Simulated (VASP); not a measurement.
A run of VASP 6.6.1:

File INCAR:

```
  PREC = Accurate
  ENCUT = 520
  EDIFF = 1E-7
  ISMEAR = 0
  SIGMA = 0.03
  LREAL = False
  LASPH = True
  NELM = 80
  ALGO = Normal
  ISIF = 2
  LWAVE = False
  LCHARG = True
  MAGMOM = 0 0 0 0 0 0
  LORBIT = 11
  LSORBIT = True
  GGA_COMPAT = False
  LDIPOL = True
  IDIPOL = 3
  DIPOL = 0.5 0.5 0.500
  GGA = PS
  LVHAR = True
  LVACPOTAV = True
  KPAR = 4
```

KPOINTS

```
regular mesh
0
Gamma
  12 12 1
```

POSCAR

```
As                                      
1.0
    3.5228720160      0.0000000000      0.0000000000
   -1.7614360080      3.0508966568      0.0000000000
    0.0000000000      0.0000000000     17.4000000000
  As            
     2
Direct
     0.3333330000000032    0.6666669999999968    0.4596895322004811
     0.6666669999999968    0.3333330000000032    0.5403104677995191
```

Potentials or basis: VASP PAW PBE potentials, release 64 (As).

Command:

```sh
$ cat potpaw_PBE.64/As/POTCAR > POTCAR
$ mpirun -np 4 vasp_ncl > vasp.out
```

Hardware: 4 MPI ranks on Intel(R) Xeon(R) Platinum 8488C (Sapphire Rapids) (shared host).

Question: How long does it take, and how much memory?

Answer: Run time: 110 s on 4 MPI ranks on Intel(R) Xeon(R) Platinum 8488C (Sapphire Rapids), with other jobs on the host, peak memory 0.82 GiB a rank. Counts: scf iterations 23, k points 19.
